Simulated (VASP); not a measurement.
# Sn (Immm) in VASP: settings compared, part 2 of 2

VASP 6.6.1. Earlier steps stand in the parts before.

**6. Single point, PBE0+D2**

The input, run.py:

```python
from ase.calculators.vasp import Vasp
from ase.dft.bandgap import bandgap
from ase.io import read

atoms = read('Sn.xyz')
calc = Vasp(
    directory='calc',
    xc='pbe0',
    pp='PBE',
    setups='recommended',
    prec='Accurate',
    encut=520,
    ediff=1e-06,
    ismear=-1,
    sigma=0.02,
    lreal=False,
    lasph=True,
    nelm=80,
    algo='Normal',
    isif=2,
    lwave=False,
    lcharg=False,
    precfock='Fast',
    ivdw=1,
    kpts=[6, 6, 6],
    gamma=True,
)
atoms.calc = calc

print('energy (eV):', atoms.get_potential_energy())
print('free energy (eV):', atoms.get_potential_energy(force_consistent=True))
print('forces (eV/A):')
print(atoms.get_forces())
print('stress (eV/A^3, Voigt):', atoms.get_stress())
print('Fermi level (eV):', calc.get_fermi_level())
gap, top, bottom = bandgap(calc)
print('band gap (eV):', gap, 'from (spin, k, band)', top, 'to', bottom)
```

The input, Sn.xyz:

```xyz
1
Lattice="-1.7265390000 1.7755470000 2.3383420000 1.7265390000 -1.7755470000 2.3383420000 1.7265390000 1.7755470000 -2.3383420000" Properties=species:S:1:pos:R:3 pbc="T T T"
Sn     0.0000000000      0.0000000000      0.0000000000
```

Potentials or basis: VASP PAW PBE potentials, release 64 (Sn_d).

Command:

```sh
$ python run.py
```

Log:

```text
energy (eV): -5.127557980000001
free energy (eV): -5.12804822
forces (eV/A):
[[0. 0. 0.]]
stress (eV/A^3, Voigt): [ 0.00580824 -0.01971929  0.00916579 -0.         -0.         -0.        ]
Fermi level (eV): 7.55379984
band gap (eV): 0.0 from (spin, k, band) (None, None, None) to (None, None, None)
```

OUTCAR:

```text
ENCUT = 520.000000
   EDIFF = 1.00e-06
   GGA = PE
   PREC = Accurate
   PRECFOCK = Fast
   ISIF = 2
   ISMEAR = -1
   NELM = 80
   IVDW = 1
   LASPH = .TRUE.
   LHFCALC = .TRUE.
   LREAL = .FALSE.
  IVDW =   1

 ion  position               nearest neighbor table
   1  0.000  0.000  0.000-

  LATTYP: Found a body centered orthorhombic cell.
 ALAT       =     3.4530780000
 B/A-ratio  =     1.0283851103
 C/A-ratio  =     1.3543522620

  Lattice vectors:

 A1 = (  -1.7265390000,   1.7755470000,   2.3383420000)
 A2 = (   1.7265390000,  -1.7755470000,   2.3383420000)
 A3 = (   1.7265390000,   1.7755470000,  -2.3383420000)

Analysis of symmetry for initial positions (statically):
=====================================================================
 Subroutine PRICEL returns:
 Original cell was already a primitive cell.

 Routine SETGRP: Setting up the symmetry group for a
 body centered orthorhombic supercell.

 Subroutine GETGRP returns: Found  8 space group operations
[... 180 lines left out ...]
  band No.  band energies     occupation
      1     -16.8179      2.00000
      2     -16.8062      2.00000
      3     -16.7825      2.00000
      4     -16.7515      2.00000
      5     -16.7168      2.00000
      6      -5.0872      2.00000
      7      15.7140      0.00000
      8      15.8639      0.00000
      9      16.3193      0.00000
     10      19.2102      0.00000
     11      19.7028      0.00000
[... 309 lines left out ...]
 k-point    24 :       0.1667    0.3333    0.1667
  band No.  band energies     occupation
      1     -16.8049      2.00000
      2     -16.7781      2.00000
      3     -16.7259      2.00000
      4     -16.7201      2.00000
      5     -16.6728      2.00000
      6       0.9769      2.00000
      7       3.7862      2.00000
      8       7.0460      2.00000
      9       9.3882      0.00000
     10      18.8236      0.00000
     11      20.8000      0.00000

 [... further k-points ...]

------------------------ aborting loop because EDIFF is reached ----------------------------------------

  DFT-D2 method for vdW energy calculation

  Number of pair interactions contributing to vdW energy:   18256

  Edisp (eV):   -0.42504

  FORCE on cell =-STRESS in cart. coord.  units (eV):
  Direction    XX          YY          ZZ          XY          YZ          ZX
  --------------------------------------------------------------------------------------
  -------------------------------------------------------------------------------------
  Total      -0.16654     0.56542    -0.26281     0.00000     0.00000     0.00000
  in kB      -9.30583    31.59378   -14.68522     0.00000     0.00000     0.00000
  external pressure =        2.53 kB  Pullay stress =        0.00 kB

 VOLUME and BASIS-vectors are now :
 -----------------------------------------------------------------------------
  energy-cutoff  :      520.00
  volume of cell :       28.67
      direct lattice vectors                 reciprocal lattice vectors
    -1.726539000  1.775547000  2.338342000     0.000000000  0.281603359  0.213826720
     1.726539000 -1.775547000  2.338342000     0.289596702  0.000000000  0.213826720
     1.726539000  1.775547000 -2.338342000     0.289596702  0.281603359  0.000000000

 POSITION                                       TOTAL-FORCE (eV/Angst)
 -----------------------------------------------------------------------------------
      0.00000      0.00000      0.00000         0.000000      0.000000      0.000000
 -----------------------------------------------------------------------------------
    total drift:                               -0.000000     -0.000002      0.000001

  FREE ENERGIE OF THE ION-ELECTRON SYSTEM (eV)
  ---------------------------------------------------
  free  energy   TOTEN  =        -5.1280482233 eV

  energy  without entropy=       -5.1270677480  energy(sigma->0) =       -5.12755799
```

INCAR:

```text
ENCUT = 520.000000
SIGMA = 0.020000
EDIFF = 1.00e-06
ALGO = Normal
GGA = PE
PREC = Accurate
PRECFOCK = Fast
ISIF = 2
ISMEAR = -1
NELM = 80
IVDW = 1
LASPH = .TRUE.
LCHARG = .FALSE.
LHFCALC = .TRUE.
LWAVE = .FALSE.
LREAL = .FALSE.
```

Wall time 17 min (1 thread of AMD EPYC 9R45 (Zen 5), shared host); peak memory 0.14 GiB.

Results:

```yaml
Free_energy: -5.1280 eV
Pressure: 0.3 GPa
Band_gap_on_the_k_mesh: none (metal or under the smearing width)
Dispersion_energy_per_atom: -0.425 eV
```

Levels at points of the mesh, in eV from the Fermi level:
```tsv
k point	band 3	band 4	band 5	band 6	band 7	band 8	band 9	band 10	band 11
(0.00, 0.00, 0.00)	-24.34	-24.31	-24.27	-12.64	8.16	8.31	8.77	11.66	12.15
(0.50, 0.00, 0.00)	-24.34	-24.23	-24.21	-8.14	-5.53	6.22	7.03	10.68	11.14
(0.00, 0.50, 0.00)	-24.33	-24.22	-24.21	-7.84	-5.43	5.74	6.69	10.16	10.58
(0.50, 0.50, 0.00)	-24.23	-24.22	-24.19	-6.22	-4.57	2.65	3.08	6.25	6.56
(0.50, 0.50, 0.50)	-24.23	-24.20	-24.20	-5.28	-3.97	1.66	2.44	5.23	6.11
```

Caveat: the k mesh is coarse (spacing up to 0.42 Å⁻¹), so the values aren't converged, least of all with exact exchange; atom-pairwise D2, TS and ULG terms overbind metals; the PAW data sets were made with another functional, which shifts forces and pressure a little; pairwise dispersion overbinds metals, which lowers pressure and volume.

**7. The runs side by side**

```csv
task,level,potentials or basis,cell,k mesh,cutoff (eV),smearing,ladder,grid for exact exchange (PRECFOCK),exchange at q = 0,mesh quality,gap on the mesh (eV),pressure (GPa),relaxed volume (Å³/atom)
relaxation of cell and atoms,PBEsol,"VASP PAW PBE potentials, release 64 (Sn_d)",relaxed,10 × 10 × 10,600,fermi-dirac 0.05 eV,gaps,-,-,not flagged,none,0.0,26.43
relaxation of cell and atoms,LDA,"VASP PAW LDA potentials, release 64 (Sn_d)",relaxed,10 × 10 × 10,600,fermi-dirac 0.05 eV,gaps,-,-,not flagged,none,0.0,25.80
single point,PBE0+D2,"VASP PAW PBE potentials, release 64 (Sn_d)",as given,6 × 6 × 6,520,fermi-dirac 0.02 eV,-,Fast,default,coarse,none,0.3,-
```

Alike in all rows: no spin polarisation.

Caveats: some runs use coarse meshes; the PAW data sets were made with another functional, which shifts forces and pressure a little (some runs); atom-pairwise D2, TS and ULG terms overbind metals (some runs); pairwise dispersion overbinds metals, which lowers pressure and volume (some runs).

Absolute energies hang on the potentials; compare differences alone.
